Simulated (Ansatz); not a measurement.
Born–Oppenheimer molecular dynamics of a periodic cell of 25 atoms, Si8O17 (host SiO2, host structure C2, interstitial O). It starts from a relaxed structure.

The calculation used Ansatz 0.2.0, DFT PBE, scalar-relativistic, plane waves, PAW. Settings: PAW set soft_1, cutoff 420 eV, k mesh 1x1x2, fermi-dirac smearing 0.05 eV, spin collinear.

| Property | Result |
| --- | --- |
| ensemble | NVT, Nosé–Hoover chain |
| time step | 1 fs |
| steps asked | 70 |
| set temperature | 1200 K |
| thermostat | time constant 100 fs, chain length 5 |
| seed | 711808 |

Frames 1 fs apart, positions in Å, forces in eV/Å.

Velocities at 20 fs (Å/ps):

```
Si 1.51 -4.86 1.13
Si 2.25 3.28 -0.04
Si -4.66 0.75 0.12
Si 1.54 2.52 6.94
O -0.92 -1.33 4.17
O 5.80 4.59 -3.51
O -2.80 4.16 -2.62
O -4.90 -5.51 -6.23
O 0.41 4.06 3.74
O 5.54 -4.21 9.72
O -10.01 4.14 1.14
O 0.07 9.57 -7.29
Si -6.15 -1.70 -2.96
Si 4.31 -4.47 2.73
Si -9.35 2.75 0.88
Si 1.93 -6.30 -1.64
O 4.31 -2.10 -4.95
O 4.14 3.05 -4.74
O 10.05 -3.00 3.21
O -4.13 -3.22 5.43
O -3.30 -3.96 0.75
O 4.69 8.14 0.60
O 2.10 2.81 -10.25
O 8.10 3.96 -5.33
O -4.01 -7.05 3.62
```

```xyz
25
Lattice="-6.8513 0.0000 0.0000 0.0000 -7.3761 0.0000 -1.3854 0.0000 6.5639" Properties=species:S:1:pos:R:3:forces:R:3 time_fs=20 energy_less_start_eV=2.119 T=528
Si -3.717 -3.750 1.639 3.03 0.59 -2.85
Si -4.546 -3.610 5.049 1.03 -0.99 -1.03
Si -2.029 -4.713 3.715 -1.45 1.20 2.09
Si -6.183 -4.629 2.763 2.50 1.68 1.69
O -0.627 -3.951 3.392 -1.19 0.19 -0.55
O 0.234 -0.242 -0.026 -1.54 0.06 3.31
O -6.511 -5.898 1.922 -0.56 -2.06 -0.83
O -1.726 -6.159 4.349 -0.63 0.54 0.40
O -6.470 -1.180 2.426 0.21 0.47 -0.84
O -1.745 -1.379 4.165 -0.82 0.58 -0.81
O -2.907 -3.620 4.683 -0.04 -1.06 0.05
O -5.298 -3.653 1.741 -0.99 0.20 0.22
Si -7.156 0.020 1.542 1.92 -0.29 -2.31
Si -1.121 -0.148 4.982 1.42 1.18 -0.75
Si -5.512 -0.839 3.676 1.95 -1.95 1.56
Si -2.655 -1.073 2.790 2.08 2.67 1.55
O -3.992 -0.307 3.157 -3.32 -0.08 1.11
O -3.262 -4.040 0.022 -0.94 0.40 2.02
O -2.779 -2.388 2.030 -2.02 -4.16 -2.26
O -5.312 -2.247 4.628 0.54 1.30 -0.82
O -3.078 -4.950 2.505 0.56 -0.12 -1.11
O -5.115 -4.773 4.023 -1.07 -0.29 0.27
O -6.355 -7.314 4.694 0.15 0.41 -0.08
O -1.871 -7.375 1.772 -0.68 -0.55 0.08
O -7.559 -3.466 6.036 -0.15 0.04 -0.10
25
Lattice="-6.8513 0.0000 0.0000 0.0000 -7.3761 0.0000 -1.3854 0.0000 6.5639" Properties=species:S:1:pos:R:3:forces:R:3 time_fs=21 energy_less_start_eV=2.245 T=489
Si -3.715 -3.755 1.639 2.92 0.72 -2.99
Si -4.543 -3.606 5.049 0.88 -0.91 -0.96
Si -2.034 -4.712 3.715 -1.36 1.11 2.19
Si -6.181 -4.626 2.770 2.46 1.56 1.31
O -0.628 -3.952 3.396 -1.24 0.20 -0.52
O 0.239 -0.237 -0.029 -1.53 0.03 3.55
O -6.514 -5.894 1.920 -0.51 -1.95 -0.72
O -1.731 -6.164 4.343 -0.58 0.54 0.44
O -6.470 -1.176 2.429 0.04 0.41 -1.08
O -1.739 -1.383 4.175 -0.95 0.52 -1.07
O -2.917 -3.616 4.684 0.31 -1.12 -0.10
O -5.298 -3.643 1.734 -0.98 0.03 0.41
Si -7.162 0.018 1.539 2.55 -0.09 -2.28
Si -1.117 -0.153 4.985 1.31 1.44 -0.99
Si -5.521 -0.836 3.677 2.54 -2.19 1.42
Si -2.653 -1.079 2.789 2.16 2.95 1.74
O -3.988 -0.309 3.153 -3.42 -0.15 1.15
O -3.259 -4.037 0.018 -0.97 0.34 2.28
O -2.770 -2.392 2.032 -2.02 -4.33 -2.35
O -5.316 -2.250 4.633 0.46 1.53 -0.91
O -3.082 -4.954 2.506 0.57 -0.14 -1.10
O -5.111 -4.765 4.024 -1.13 -0.43 0.18
O -6.352 -7.311 4.683 -0.06 0.65 0.25
O -1.864 -7.371 1.767 -1.29 -0.75 0.27
O -7.564 -3.473 6.040 -0.15 0.05 -0.10
25
Lattice="-6.8513 0.0000 0.0000 0.0000 -7.3761 0.0000 -1.3854 0.0000 6.5639" Properties=species:S:1:pos:R:3:forces:R:3 time_fs=22 energy_less_start_eV=2.331 T=462
Si -3.712 -3.759 1.639 2.72 0.82 -3.10
Si -4.540 -3.604 5.048 0.69 -0.81 -0.84
Si -2.040 -4.710 3.716 -1.26 1.00 2.23
Si -6.178 -4.623 2.778 2.34 1.38 0.88
O -0.630 -3.953 3.400 -1.26 0.20 -0.49
O 0.243 -0.233 -0.029 -1.50 -0.01 3.60
O -6.517 -5.892 1.916 -0.43 -1.75 -0.55
O -1.737 -6.169 4.337 -0.53 0.52 0.50
O -6.469 -1.171 2.432 -0.12 0.34 -1.28
O -1.735 -1.387 4.183 -1.06 0.45 -1.29
O -2.927 -3.613 4.685 0.67 -1.16 -0.23
O -5.299 -3.633 1.727 -0.91 -0.13 0.59
Si -7.167 0.016 1.535 3.13 0.09 -2.21
Si -1.112 -0.156 4.987 1.20 1.68 -1.14
Si -5.529 -0.835 3.679 3.07 -2.44 1.23
Si -2.650 -1.083 2.788 2.13 3.07 1.81
O -3.987 -0.311 3.149 -3.40 -0.24 1.16
O -3.255 -4.034 0.016 -0.99 0.28 2.42
O -2.761 -2.399 2.033 -1.97 -4.25 -2.31
O -5.320 -2.252 4.638 0.39 1.70 -0.98
O -3.084 -4.958 2.505 0.59 -0.17 -1.06
O -5.107 -4.757 4.024 -1.18 -0.58 0.11
O -6.350 -7.308 4.673 -0.29 0.90 0.58
O -1.857 -7.368 1.761 -1.88 -0.94 0.45
O -7.568 -3.480 6.043 -0.14 0.05 -0.10
25
Lattice="-6.8513 0.0000 0.0000 0.0000 -7.3761 0.0000 -1.3854 0.0000 6.5639" Properties=species:S:1:pos:R:3:forces:R:3 time_fs=23 energy_less_start_eV=2.371 T=450
Si -3.708 -3.764 1.638 2.44 0.90 -3.16
Si -4.537 -3.601 5.048 0.46 -0.71 -0.67
Si -2.046 -4.709 3.718 -1.15 0.88 2.22
Si -6.175 -4.619 2.786 2.13 1.17 0.41
O -0.633 -3.954 3.403 -1.24 0.19 -0.46
O 0.247 -0.228 -0.028 -1.44 -0.05 3.47
O -6.520 -5.891 1.913 -0.33 -1.46 -0.34
O -1.742 -6.174 4.331 -0.48 0.49 0.56
O -6.469 -1.167 2.434 -0.25 0.26 -1.43
O -1.730 -1.390 4.191 -1.14 0.40 -1.46
O -2.937 -3.611 4.686 1.02 -1.18 -0.35
O -5.300 -3.624 1.721 -0.79 -0.29 0.76
Si -7.170 0.015 1.530 3.62 0.26 -2.08
Si -1.107 -0.160 4.989 1.07 1.89 -1.19
Si -5.536 -0.834 3.681 3.51 -2.66 1.01
Si -2.646 -1.087 2.788 2.01 3.03 1.77
O -3.988 -0.314 3.145 -3.28 -0.36 1.15
O -3.252 -4.030 0.014 -0.99 0.22 2.45
O -2.754 -2.408 2.033 -1.87 -3.93 -2.15
O -5.324 -2.253 4.642 0.34 1.80 -1.01
O -3.087 -4.962 2.505 0.61 -0.19 -1.00
O -5.104 -4.750 4.025 -1.19 -0.71 0.08
O -6.348 -7.304 4.663 -0.50 1.13 0.91
O -1.851 -7.365 1.756 -2.41 -1.11 0.60
O -7.572 -3.487 6.047 -0.14 0.05 -0.10
25
Lattice="-6.8513 0.0000 0.0000 0.0000 -7.3761 0.0000 -1.3854 0.0000 6.5639" Properties=species:S:1:pos:R:3:forces:R:3 time_fs=24 energy_less_start_eV=2.364 T=453
Si -3.704 -3.767 1.635 2.11 0.95 -3.17
Si -4.534 -3.599 5.047 0.20 -0.59 -0.46
Si -2.052 -4.707 3.721 -1.04 0.74 2.16
Si -6.170 -4.615 2.794 1.85 0.93 -0.09
O -0.636 -3.955 3.406 -1.19 0.16 -0.44
O 0.249 -0.224 -0.024 -1.36 -0.10 3.15
O -6.524 -5.890 1.909 -0.22 -1.13 -0.10
O -1.748 -6.178 4.326 -0.43 0.46 0.63
O -6.468 -1.162 2.435 -0.35 0.18 -1.52
O -1.727 -1.393 4.199 -1.19 0.36 -1.58
O -2.946 -3.609 4.687 1.36 -1.19 -0.44
O -5.302 -3.614 1.714 -0.63 -0.44 0.91
Si -7.173 0.013 1.524 3.98 0.42 -1.89
Si -1.101 -0.162 4.991 0.93 2.07 -1.14
Si -5.542 -0.834 3.683 3.86 -2.86 0.77
Si -2.641 -1.090 2.788 1.82 2.84 1.62
O -3.991 -0.316 3.143 -3.07 -0.48 1.11
O -3.250 -4.026 0.015 -0.98 0.17 2.36
O -2.748 -2.420 2.031 -1.73 -3.40 -1.87
O -5.327 -2.253 4.646 0.31 1.83 -1.02
O -3.089 -4.966 2.503 0.63 -0.21 -0.92
O -5.102 -4.743 4.026 -1.18 -0.84 0.09
O -6.347 -7.299 4.654 -0.70 1.33 1.22
O -1.846 -7.363 1.752 -2.84 -1.26 0.73
O -7.576 -3.494 6.050 -0.13 0.05 -0.09
25
Lattice="-6.8513 0.0000 0.0000 0.0000 -7.3761 0.0000 -1.3854 0.0000 6.5639" Properties=species:S:1:pos:R:3:forces:R:3 time_fs=25 energy_less_start_eV=2.316 T=469
Si -3.698 -3.771 1.631 1.73 0.97 -3.12
Si -4.531 -3.597 5.045 -0.09 -0.47 -0.21
Si -2.058 -4.704 3.725 -0.93 0.59 2.03
Si -6.165 -4.610 2.802 1.50 0.70 -0.60
O -0.641 -3.956 3.409 -1.09 0.13 -0.43
O 0.251 -0.219 -0.018 -1.25 -0.17 2.64
O -6.528 -5.891 1.905 -0.09 -0.78 0.15
O -1.755 -6.183 4.321 -0.39 0.42 0.71
O -6.468 -1.157 2.436 -0.42 0.10 -1.55
O -1.724 -1.396 4.205 -1.22 0.33 -1.65
O -2.954 -3.608 4.688 1.67 -1.17 -0.51
O -5.304 -3.605 1.709 -0.45 -0.59 1.04
Si -7.175 0.011 1.518 4.17 0.57 -1.62
Si -1.095 -0.164 4.992 0.77 2.22 -1.02
Si -5.546 -0.835 3.686 4.09 -3.00 0.52
Si -2.636 -1.092 2.789 1.56 2.54 1.39
O -3.995 -0.319 3.141 -2.78 -0.62 1.06
O -3.249 -4.022 0.016 -0.95 0.12 2.14
O -2.744 -2.434 2.029 -1.56 -2.69 -1.51
O -5.330 -2.252 4.648 0.31 1.80 -0.99
O -3.090 -4.971 2.501 0.64 -0.23 -0.83
O -5.100 -4.736 4.027 -1.13 -0.95 0.13
O -6.346 -7.294 4.646 -0.85 1.49 1.47
O -1.843 -7.362 1.748 -3.13 -1.39 0.83
O -7.581 -3.501 6.053 -0.12 0.05 -0.09
25
Lattice="-6.8513 0.0000 0.0000 0.0000 -7.3761 0.0000 -1.3854 0.0000 6.5639" Properties=species:S:1:pos:R:3:forces:R:3 time_fs=26 energy_less_start_eV=2.240 T=494
Si -3.692 -3.774 1.627 1.32 0.95 -3.02
Si -4.528 -3.595 5.044 -0.39 -0.35 0.06
Si -2.065 -4.702 3.729 -0.81 0.43 1.86
Si -6.160 -4.605 2.810 1.09 0.49 -1.11
O -0.646 -3.957 3.412 -0.97 0.09 -0.42
O 0.252 -0.214 -0.011 -1.11 -0.24 1.98
O -6.532 -5.891 1.901 0.04 -0.41 0.40
O -1.761 -6.187 4.317 -0.34 0.38 0.79
O -6.469 -1.152 2.435 -0.44 0.01 -1.51
O -1.722 -1.399 4.210 -1.21 0.34 -1.68
O -2.961 -3.608 4.688 1.93 -1.13 -0.54
O -5.307 -3.596 1.704 -0.25 -0.73 1.17
Si -7.174 0.010 1.511 4.16 0.71 -1.27
Si -1.088 -0.165 4.992 0.60 2.34 -0.84
Si -5.550 -0.837 3.689 4.20 -3.06 0.28
Si -2.631 -1.093 2.791 1.26 2.17 1.11
O -4.002 -0.323 3.140 -2.44 -0.75 1.00
O -3.248 -4.019 0.019 -0.90 0.08 1.81
O -2.740 -2.449 2.025 -1.36 -1.87 -1.09
O -5.333 -2.249 4.651 0.33 1.71 -0.94
O -3.092 -4.975 2.498 0.65 -0.24 -0.72
O -5.099 -4.730 4.028 -1.06 -1.04 0.22
O -6.345 -7.288 4.638 -0.93 1.58 1.65
O -1.842 -7.361 1.744 -3.25 -1.50 0.89
O -7.585 -3.508 6.057 -0.12 0.05 -0.08
25
Lattice="-6.8513 0.0000 0.0000 0.0000 -7.3761 0.0000 -1.3854 0.0000 6.5639" Properties=species:S:1:pos:R:3:forces:R:3 time_fs=27 energy_less_start_eV=2.151 T=524
Si -3.685 -3.777 1.621 0.90 0.89 -2.84
Si -4.525 -3.593 5.043 -0.69 -0.23 0.33
Si -2.072 -4.699 3.734 -0.68 0.25 1.64
Si -6.154 -4.600 2.818 0.64 0.30 -1.61
O -0.651 -3.957 3.414 -0.81 0.03 -0.42
O 0.253 -0.210 -0.002 -0.94 -0.32 1.19
O -6.536 -5.892 1.897 0.17 -0.06 0.63
O -1.768 -6.190 4.313 -0.31 0.34 0.87
O -6.469 -1.147 2.433 -0.43 -0.08 -1.41
O -1.721 -1.402 4.214 -1.18 0.36 -1.66
O -2.966 -3.608 4.688 2.14 -1.08 -0.55
O -5.309 -3.588 1.699 -0.05 -0.86 1.28
Si -7.173 0.009 1.504 3.94 0.86 -0.82
Si -1.082 -0.165 4.993 0.40 2.41 -0.63
Si -5.551 -0.840 3.692 4.18 -3.04 0.06
Si -2.624 -1.093 2.792 0.94 1.77 0.80
O -4.009 -0.326 3.139 -2.06 -0.88 0.92
O -3.248 -4.015 0.023 -0.84 0.05 1.38
O -2.736 -2.466 2.021 -1.13 -0.99 -0.64
O -5.335 -2.246 4.652 0.37 1.56 -0.86
O -3.093 -4.980 2.495 0.65 -0.24 -0.60
O -5.099 -4.725 4.029 -0.96 -1.11 0.34
O -6.345 -7.280 4.631 -0.94 1.60 1.76
O -1.843 -7.362 1.741 -3.20 -1.58 0.92
O -7.590 -3.515 6.060 -0.11 0.05 -0.07
25
Lattice="-6.8513 0.0000 0.0000 0.0000 -7.3761 0.0000 -1.3854 0.0000 6.5639" Properties=species:S:1:pos:R:3:forces:R:3 time_fs=28 energy_less_start_eV=2.066 T=552
Si -3.678 -3.780 1.614 0.46 0.79 -2.58
Si -4.522 -3.591 5.042 -0.96 -0.12 0.59
Si -2.080 -4.697 3.739 -0.54 0.06 1.38
Si -6.148 -4.595 2.825 0.15 0.14 -2.08
O -0.657 -3.958 3.416 -0.62 -0.02 -0.43
O 0.253 -0.206 0.007 -0.74 -0.42 0.30
O -6.540 -5.893 1.894 0.29 0.27 0.85
O -1.775 -6.194 4.309 -0.27 0.30 0.95
O -6.470 -1.142 2.431 -0.38 -0.18 -1.25
O -1.721 -1.404 4.218 -1.12 0.42 -1.59
O -2.971 -3.609 4.687 2.27 -1.00 -0.51
O -5.312 -3.580 1.696 0.14 -0.98 1.37
Si -7.170 0.008 1.496 3.53 1.00 -0.28
Si -1.075 -0.165 4.993 0.17 2.45 -0.42
Si -5.552 -0.844 3.695 4.03 -2.92 -0.13
Si -2.618 -1.092 2.795 0.60 1.38 0.49
O -4.018 -0.330 3.139 -1.64 -1.00 0.84
O -3.248 -4.011 0.028 -0.76 0.01 0.85
O -2.734 -2.483 2.016 -0.89 -0.09 -0.20
O -5.338 -2.241 4.654 0.43 1.36 -0.76
O -3.093 -4.985 2.492 0.64 -0.22 -0.49
O -5.099 -4.720 4.031 -0.83 -1.16 0.49
O -6.345 -7.272 4.626 -0.88 1.53 1.77
O -1.846 -7.363 1.739 -2.99 -1.63 0.90
O -7.594 -3.522 6.063 -0.10 0.05 -0.06
```

Of the whole run (70 fs, mean temperature of the second half 600 K): The conserved energy stayed within 0.57 meV per atom of its start (net change 0.25 meV per atom), so the integration is sound. The mean temperature of the second half is 50 % below the set value. A run of 0.07 ps of so small a system gives no equilibrium averages. Limits of this set-up: coarse k mesh, a small cell, in which the defect meets its images.

The run took 25 min on 1 thread of Arm Neoverse N1, on a shared host, peak memory 0.61 GiB.
